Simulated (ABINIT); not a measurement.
# KZnF3 (Pm-3m) in ABINIT: single point with PBE

Aim: the single point of KZnF3 with PBE.

Program: ABINIT 10.8.3 (patched build). These are calculated values, not measurements. Logs are shortened: lines on timing, memory, paths and dates and some standing lists are left out, and cuts for length are marked. The log counts tension as positive stress, the text compression.

### Step 1. The undisturbed crystal

It takes space group Pm-3m (No. 221, cubic). The conventional cell has a = 4.050 Å, b = 4.050 Å, c = 4.050 Å, α = 90.00°, β = 90.00°, γ = 90.00°. Zn (site symmetry m-3m) is surrounded by 6 F at 2.02 Å. K (site symmetry m-3m) has 12 F at 2.86 Å as nearest neighbours. Around F (site symmetry 4/mmm) lie 2 Zn at 2.02 Å.

### Step 2. Single point, PBE (cell relaxed)

File run.abi:

```
pp_dirpath "./"
pseudos "30_Zn_20_1.9_2.3_pbe_n_v1.0.psp8, 19_K_9_2.2_2.7_pbe_n_v1.0.psp8, 09_F_7_1.5_1.5_pbe_n_v1.0.psp8"

acell 4.12223352 4.12223352 4.12223352 Angstrom
rprim
     1.0000000000     0.0000000000     0.0000000000
     0.0000000000     1.0000000000     0.0000000000
     0.0000000000     0.0000000000     1.0000000000
ntypat 3
znucl 30 19 9
natom 5
typat 1 2 3 3 3
xred
     0.5000000000     0.5000000000     0.5000000000
     0.0000000000     0.0000000000     0.0000000000
     0.5000000000     0.0000000000     0.5000000000
     0.0000000000     0.5000000000     0.5000000000
     0.5000000000     0.5000000000     0.0000000000
chkprim 0
chksymtnons 0
tolsym 1.0e-6

ecut 40.0

kptopt 1
ngkpt 5 5 5
nshiftk 1
shiftk 0.0 0.0 0.0

ixc 11

nband 30
occopt 3
tsmear 0.05 eV

nstep 100
tolvrs 1.0e-10

iomode 3
prtwf 0
prtden 0
prteig 0
prtebands 0
prtvol 2
```

Potentials or basis: SPMS NC PBE v1.0.

Started as:

```console
$ abinit run.abi > log 2>&1
```

run.abo:

```text
.Version 10.8.3 of ABINIT
 Symmetries : space group Pm -3 m (#221); Bravais cP (primitive cubic)
================================================================================
 Values of the parameters that define the memory need of the present run
     intxc =       0    ionmov =       0      iscf =       7    lmnmax =       6
     lnmax =       6     mgfft =      48  mpssoang =       3    mqgrid =    3001
     natom =       5  nloc_mem =       1    nspden =       1   nspinor =       1
    nsppol =       1      nsym =      48    n1xccc =    2501    ntypat =       3
    occopt =       3   xclevel =       2
       mpw =        5750          nfft =      110592          nkpt =          10
================================================================================
================================================================================

--------------------------------------------------------------------------------
------------- Echo of variables that govern the present computation ------------
--------------------------------------------------------------------------------
 -outvars: echo values of preprocessed input variables --------
            acell      7.7898923798E+00  7.7898923798E+00  7.7898923798E+00 Bohr
              amu      6.53900000E+01  3.90983000E+01  1.89984032E+01
          chkprim           0
      chksymtnons           0
             ecut      4.00000000E+01 Hartree
              ixc          11
         kptrlatt        5    0    0      0    5    0      0    0    5
          kptrlen      3.89494619E+01
            natom           5
            nband          30
            ngfft          48      48      48
             nkpt          10
            nstep         100
             nsym          48
           ntypat           3
           occopt           3
           prtden           0
        prtebands           0
           prteig           0
           prtvol           2
            prtwf           0
          spgroup         221
           tolsym      1.00000000E-06
           tolvrs      1.00000000E-10
           tsmear      1.83746611E-03 Hartree
            typat      1  2  3  3  3
           xangst      2.0611167600E+00  2.0611167600E+00  2.0611167600E+00
                       0.0000000000E+00  0.0000000000E+00  0.0000000000E+00
                       2.0611167600E+00  0.0000000000E+00  2.0611167600E+00
                       0.0000000000E+00  2.0611167600E+00  2.0611167600E+00
                       2.0611167600E+00  2.0611167600E+00  0.0000000000E+00
            xcart      3.8949461899E+00  3.8949461899E+00  3.8949461899E+00
                       0.0000000000E+00  0.0000000000E+00  0.0000000000E+00
                       3.8949461899E+00  0.0000000000E+00  3.8949461899E+00
                       0.0000000000E+00  3.8949461899E+00  3.8949461899E+00
                       3.8949461899E+00  3.8949461899E+00  0.0000000000E+00
             xred      5.0000000000E-01  5.0000000000E-01  5.0000000000E-01
                       0.0000000000E+00  0.0000000000E+00  0.0000000000E+00
                       5.0000000000E-01  0.0000000000E+00  5.0000000000E-01
                       0.0000000000E+00  5.0000000000E-01  5.0000000000E-01
                       5.0000000000E-01  5.0000000000E-01  0.0000000000E+00
            znucl       30.00000   19.00000    9.00000

================================================================================

 chkinp: Checking input parameters for consistency.

================================================================================
== DATASET  1 ==================================================================

--- !DatasetInfo
iteration_state: {dtset: 1, }
dimensions: {natom: 5, nkpt: 10, mband: 30, nsppol: 1, nspinor: 1, nspden: 1, mpw: 5750, }
cutoff_energies: {ecut:  40.0, pawecutdg:  -1.0, }
electrons: {nelect:   5.00000000E+01, charge:   0.00000000E+00, occopt:   3.00000000E+00, tsmear:   1.83746611E-03, }
meta: {optdriver: 0, ionmov: 0, optcell: 0, iscf: 7, paral_kgb: 0, }
...

 Exchange-correlation functional for the present dataset will be:
  GGA: Perdew-Burke-Ernzerhof functional - ixc=11
  J.P.Perdew, K.Burke, M.Ernzerhof, PRL 77, 3865 (1996)

 Real(R)+Recip(G) space primitive vectors, cartesian coordinates (Bohr,Bohr^-1):
[... 165 lines left out ...]
       0.000000000000      0.500000000000      0.500000000000
       0.500000000000      0.500000000000      0.000000000000
 rms dE/dt=  0.0000E+00; max dE/dt=  0.0000E+00; dE/dt below (all hartree)
    1       0.000000000000      0.000000000000      0.000000000000
    2       0.000000000000      0.000000000000      0.000000000000
    3       0.000000000000      0.000000000000      0.000000000000
    4       0.000000000000      0.000000000000      0.000000000000
    5       0.000000000000      0.000000000000      0.000000000000

 cartesian coordinates (angstrom) at end:
    1      2.06111676000000     2.06111676000000     2.06111676000000
    2      0.00000000000000     0.00000000000000     0.00000000000000
    3      2.06111676000000     0.00000000000000     2.06111676000000
    4      0.00000000000000     2.06111676000000     2.06111676000000
    5      2.06111676000000     2.06111676000000     0.00000000000000

 cartesian forces (hartree/bohr) at end:
    1     -0.00000000000000    -0.00000000000000    -0.00000000000000
    2     -0.00000000000000    -0.00000000000000    -0.00000000000000
    3     -0.00000000000000    -0.00000000000000    -0.00000000000000
    4     -0.00000000000000    -0.00000000000000    -0.00000000000000
    5     -0.00000000000000    -0.00000000000000    -0.00000000000000
 frms,max,avg= 0.0000000E+00 0.0000000E+00   0.000E+00  0.000E+00  0.000E+00 h/b

 cartesian forces (eV/Angstrom) at end:
    1     -0.00000000000000    -0.00000000000000    -0.00000000000000
    2     -0.00000000000000    -0.00000000000000    -0.00000000000000
    3     -0.00000000000000    -0.00000000000000    -0.00000000000000
    4     -0.00000000000000    -0.00000000000000    -0.00000000000000
    5     -0.00000000000000    -0.00000000000000    -0.00000000000000
 frms,max,avg= 0.0000000E+00 0.0000000E+00   0.000E+00  0.000E+00  0.000E+00 e/A
 length scales=  7.789892379837  7.789892379837  7.789892379837 bohr
              =  4.122233520000  4.122233520000  4.122233520000 angstroms
 Fermi (or HOMO) energy (hartree) =   0.10040   Average Vxc (hartree)=  -0.36073
 Eigenvalues (hartree) for nkpt=  10  k points:
 kpt#   1, nband= 30, wtk=  0.00800, kpt=  0.0000  0.0000  0.0000 (reduced coord)
  -4.49587   -2.81108   -2.81108   -2.81108   -0.97883   -0.76559   -0.74513   -0.74513
  -0.37167   -0.37167   -0.37167   -0.12696   -0.12696   -0.12696   -0.12299   -0.12299
  -0.12299   -0.11190   -0.11190   -0.05350   -0.05350   -0.05350   -0.04751   -0.04751
  -0.04751    0.14607    0.33844    0.33844    0.35212    0.41923
      occupation numbers for kpt#   1
   2.00000    2.00000    2.00000    2.00000    2.00000    2.00000    2.00000    2.00000
   2.00000    2.00000    2.00000    2.00000    2.00000    2.00000    2.00000    2.00000
   2.00000    2.00000    2.00000    2.00000    2.00000    2.00000    2.00000    2.00000
   2.00000    0.00000    0.00000    0.00000    0.00000    0.00000
 kpt#   2, nband= 30, wtk=  0.04800, kpt=  0.2000  0.0000  0.0000 (reduced coord)
  -4.49587   -2.81108   -2.81108   -2.81108   -0.97863   -0.76403   -0.74649   -0.74506
  -0.37176   -0.37123   -0.37123   -0.15619   -0.12974   -0.12974   -0.12295   -0.12192
  -0.12192   -0.11189   -0.08924   -0.05594   -0.05293   -0.05293   -0.05256   -0.04757
  -0.04757    0.17264    0.34244    0.34893    0.36940    0.41861
      occupation numbers for kpt#   2
   2.00000    2.00000    2.00000    2.00000    2.00000    2.00000    2.00000    2.00000
[... 68 lines left out ...]
      occupation numbers for kpt#   9
   2.00000    2.00000    2.00000    2.00000    2.00000    2.00000    2.00000    2.00000
   2.00000    2.00000    2.00000    2.00000    2.00000    2.00000    2.00000    2.00000
   2.00000    2.00000    2.00000    2.00000    2.00000    2.00000    2.00000    2.00000
   2.00000    0.00000    0.00000    0.00000    0.00000    0.00000
 kpt#  10, nband= 30, wtk=  0.06400, kpt=  0.4000  0.4000  0.4000 (reduced coord)
  -4.49587   -2.81108   -2.81108   -2.81108   -0.97759   -0.75170   -0.74950   -0.74950
  -0.37567   -0.37567   -0.37478   -0.19483   -0.17502   -0.17502   -0.14471   -0.14345
  -0.14345   -0.06061   -0.05841   -0.05841   -0.03848   -0.03848   -0.03615   -0.00403
  -0.00403    0.30516    0.33655    0.33655    0.38797    0.43946
      occupation numbers for kpt#  10
   2.00000    2.00000    2.00000    2.00000    2.00000    2.00000    2.00000    2.00000
   2.00000    2.00000    2.00000    2.00000    2.00000    2.00000    2.00000    2.00000
   2.00000    2.00000    2.00000    2.00000    2.00000    2.00000    2.00000    2.00000
   2.00000    0.00000    0.00000    0.00000    0.00000    0.00000
 Total charge density [el/Bohr^3]
)     Maximum=    3.3221E+00  at reduced coord.    0.5000    0.5417    0.5625
)Next maximum=    3.3221E+00  at reduced coord.    0.5417    0.5000    0.5625
)     Minimum=    1.8123E-03  at reduced coord.    0.5000    0.0000    0.0000
)Next minimum=    1.8123E-03  at reduced coord.    0.0000    0.5000    0.0000
   Integrated=    5.0000E+01

--- !EnergyTerms
iteration_state     : {dtset: 1, }
comment             : Components of total free energy in Hartree
kinetic             :  1.37053770613423E+02
hartree             :  1.13708039879982E+02
xc                  : -4.33805974257269E+01
Ewald energy        : -1.63195924134478E+02
psp_core            :  8.00623399651946E+00
local_psp           : -2.81701741203716E+02
non_local_psp       : -7.16890261266228E+01
internal            : -3.01199244400618E+02
'-kT*entropy'       : -8.22372513596589E-15
total_energy        : -3.01199244400618E+02
total_energy_eV     : -8.19604897638286E+03
band_energy         : -3.71650295215076E+01
...

 Cartesian components of stress tensor (hartree/bohr^3)
  sigma(1 1)=  8.57362803E-07  sigma(3 2)=  0.00000000E+00
  sigma(2 2)=  8.57362803E-07  sigma(3 1)=  0.00000000E+00
  sigma(3 3)=  8.57362803E-07  sigma(2 1)=  0.00000000E+00

-Cartesian components of stress tensor (GPa)         [Pressure= -2.5224E-02 GPa]
- sigma(1 1)=  2.52244845E-02  sigma(3 2)=  0.00000000E+00
- sigma(2 2)=  2.52244845E-02  sigma(3 1)=  0.00000000E+00
- sigma(3 3)=  2.52244845E-02  sigma(2 1)=  0.00000000E+00

== END DATASET(S) ==============================================================
================================================================================

 -outvars: echo values of variables after computation  --------
            acell      7.7898923798E+00  7.7898923798E+00  7.7898923798E+00 Bohr
           etotal     -3.0119924440E+02
            fcart     -0.0000000000E+00 -0.0000000000E+00 -0.0000000000E+00
                      -0.0000000000E+00 -0.0000000000E+00 -0.0000000000E+00
                      -0.0000000000E+00 -0.0000000000E+00 -0.0000000000E+00
                      -0.0000000000E+00 -0.0000000000E+00 -0.0000000000E+00
                      -0.0000000000E+00 -0.0000000000E+00 -0.0000000000E+00
           strten      8.5736280341E-07  8.5736280341E-07  8.5736280342E-07
                       0.0000000000E+00  0.0000000000E+00  0.0000000000E+00
           xangst      2.0611167600E+00  2.0611167600E+00  2.0611167600E+00
                       0.0000000000E+00  0.0000000000E+00  0.0000000000E+00
                       2.0611167600E+00  0.0000000000E+00  2.0611167600E+00
                       0.0000000000E+00  2.0611167600E+00  2.0611167600E+00
                       2.0611167600E+00  2.0611167600E+00  0.0000000000E+00
             xred      5.0000000000E-01  5.0000000000E-01  5.0000000000E-01
                       0.0000000000E+00  0.0000000000E+00  0.0000000000E+00
                       5.0000000000E-01  0.0000000000E+00  5.0000000000E-01
                       0.0000000000E+00  5.0000000000E-01  5.0000000000E-01
                       5.0000000000E-01  5.0000000000E-01  0.0000000000E+00
 Calculation completed.
```

Wall time 50 s (1 thread of AMD EPYC 9R45 (Zen 5), shared host); peak memory 0.11 GiB.

Results:

| Quantity | Value |
| --- | --- |
| Free energy | -8196.0490 eV |
| Pressure | 0.0 GPa |
| Band gap on the k mesh | 4.06 eV, indirect (least direct gap 5.27 eV) |
| Valence electrons inside the program's atomic spheres | Zn 18.04; K 6.92; F 7.04 |

Caveat: an odd mesh through Γ misses points on the zone boundary, where band edges often lie.
